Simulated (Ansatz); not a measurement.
# Elastic constants of CaS at 3.7 GPa (stress–strain coefficients): input and output

Theory: DFT PBEsol, scalar-relativistic, plane waves, PAW (Ansatz 0.2.0).

Launched with:
```bash
ansatz run input.yaml --threads 1 --pin off --max-ram 1228MiB --backend cpu --events-out ev --progress --plain --runs-dir out
```

Input (bare energies are in eV):
```yaml
crystal:
  lattice:
    - [0.0, 2.767, 2.767]
    - [2.767, 0.0, 2.767]
    - [2.767, 2.767, 0.0]
  atoms:
    - { symbol: Ca, position: [0.0, 0.0, 0.0] }
    - { symbol: S, position: [0.5, 0.5, 0.5] }
basis:
  ecutwfc: 420
kpoints:
  mp_grid: { grid: [8, 8, 8] }
hamiltonian:
  xc: pbesol
scf:
  occupations: { method: fixed }
output:
  forces: true
  stress: true
  eigenvalues: true
elastic:
  mode: relaxed_ion
  stencil: two_point
```

From the output:
```
--- Elastic constants: 2 strain directions × 2 members + reference (group order 48) ---
  dense FFT box of the reference and of every strained cell: 27×27×27
  strains applied: 11, 23; error gains: componentwise 1.00 (the most a stress slope's error grows in a printed constant), spectral 1.73 (1 for all six strains in a standard setting)
  C = ∂σ_k/∂η_j (tension-positive GPa; Voigt order 11 22 33 23 13 12):
       175.821     26.677     26.677     -0.000     -0.000      0.000
        26.677    175.821     26.677      0.000     -0.000     -0.000
        26.677     26.677    175.821     -0.000      0.000      0.000
         0.000     -0.000     -0.000     34.166      0.000     -0.000
         0.000     -0.000     -0.000     -0.000     34.166      0.000
         0.000     -0.000     -0.000     -0.000     -0.000     34.166
  reference stress σ⁰ (GPa):     -3.664     -3.664     -3.664     -0.000      0.000     -0.000
  C* (energy form; C + prestress term) asymmetry max|C*_kj − C*_jk| = 1.066e-14 GPa — a small one proves nothing (zero by symmetry where the batch's group is 432, −43m or m−3m); a large one is finite-difference/SCF noise where every solve ...
  moduli (Voigt/Reuss/Hill, GPa): K = 76.39/76.39/76.39   G = 50.33/43.62/46.97   E = 116.95   ν = 0.245
  mechanically stable: yes (min eigenvalue of sym C = 34.17 GPa)
  strain η (Voigt 11):  stress-route row diagonal C_11 = 175.82 GPa, energy-path curvature d²(F+E_count+ΔE)/dδ²/Ω₀ = 175.82 GPa
         δ    σ_11 (GPa) F (eV) n_scf n_hpsi n_pw
    -2.000e-3      -4.0194       -2683.0265138       7   13639    869   relax 0 steps, max|allowed force component| 8.87e-31 eV/Å
     2.000e-3      -3.3161       -2683.0303904       5   10577    869   relax 0 steps, max|allowed force component| 8.09e-30 eV/Å
  strain η (Voigt 23):  stress-route row diagonal C_44 = 34.17 GPa, energy-path curvature d²(F+E_count+ΔE)/dδ²/Ω₀ = 36.00 GPa
         δ    σ_23 (GPa) F (eV) n_scf n_hpsi n_pw
    -2.000e-3      -0.0683       -2683.0285259       6   19476    869   relax 0 steps, max|allowed force component| 3.55e-30 eV/Å
     2.000e-3       0.0683       -2683.0285259       4   16656    869   relax 0 steps, max|allowed force component| 2.59e-30 eV/Å
```

The run took 8.7 s on 1 thread of Arm Neoverse V2, on a shared host, peak memory 0.33 GiB.

The cell is the ideal cubic rocksalt prototype.